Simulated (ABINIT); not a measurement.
Crystal: Ge.

```
CELL_PARAMETERS angstrom
3.99759 0.00000 0.00000
-1.99879 3.46201 0.00000
0.00000 0.00000 6.59938
ATOMIC_POSITIONS crystal
Ge 0.33333 0.66667 0.93710
Ge 0.66667 0.33333 0.43710
Ge 0.33333 0.66667 0.56290
Ge 0.66667 0.33333 0.06290
```

This isn't the form of Ge at room conditions, which is diamond.

Base run:

| Property | Result |
| --- | --- |
| Program | ABINIT 10.8.3 (patched build) |
| Functional | PBEsol |
| Potentials or basis | PseudoDojo NC SR PBEsol v0.4.1 standard |
| Cutoff | 1061 eV |
| k mesh | 8 × 8 × 4 |
| Occupations | fermi-dirac, width 0.05 eV |
| Spin | no spin polarisation |

Its results: pressure 0.0 GPa; largest force 0.005 eV/Å.

The run is repeated on the same cell with these changes: potentials or basis from PseudoDojo NC SR PBEsol v0.4.1 standard to JTH PAW PBE v2.0; cutoff from 1061 eV to 599 eV. What comes out?

Pressure -0.5 GPa; largest force 0.006 eV/Å.

Caveats: the PAW data sets were made with another functional, which shifts forces and pressure a little (some runs).
